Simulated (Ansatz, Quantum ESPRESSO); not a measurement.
**MgS: 3 runs at one level of theory**

```
S Mg
1.0
     4.03462    0.00000    0.00000
    -2.01731    3.49409    0.00000
     0.00000    0.00000    6.43229
S Mg
2 2
Cartesian
  2.0173 1.1647 5.6556
  0.0000 2.3294 2.4394
  0.0000 2.3294 6.4050
  2.0173 1.1647 3.1888
```

The cell comes from a database or a generator and needn't be the stable form of this composition.

Alike in all runs: task band structure; functional PBEsol; k mesh 8 × 8 × 4; occupations fermi-dirac, width 0.05 eV; no spin polarisation; no spin-orbit coupling. Pressure is positive in compression and, in plane waves, holds the error of the finite cutoff, which Ansatz's Pulay term estimates and takes out. Gaps are the smaller of the mesh's and the band path's.

```tsv
program and potentials	plane-wave cutoff (eV)	notes	band gap (eV)	pressure (GPa)
Ansatz, PAW datasets made for the crystal	200	4 valence electrons an atom on average	3.27	-0.34
Quantum ESPRESSO, GBRV 1.5 PBEsol	612	8 valence electrons an atom on average	3.27	-0.41
Ansatz, all-electron LAPW, scalar-relativistic	-	-	3.27	-0.33
```

Force on atom 3 (Mg), eV/Å:

```json
{"program and potentials": "Ansatz, PAW datasets made for the crystal", "x": "0.000", "y": "0.000", "z": "0.045"}
{"program and potentials": "Quantum ESPRESSO, GBRV 1.5 PBEsol", "x": "0.000", "y": "0.000", "z": "0.045"}
{"program and potentials": "Ansatz, all-electron LAPW, scalar-relativistic", "x": "0.000", "y": "0.000", "z": "0.045"}
```

All agree on the band gap. The pressure spans -0.41 (Quantum ESPRESSO, GBRV 1.5 PBEsol) to -0.33 GPa (Ansatz, all-electron LAPW, scalar-relativistic), with all-electron results at -0.33.

Differences between rows come from potentials, basis sets and numerical settings, since the functional is the same but for its coding. Runs on potential files found faulty are left out.
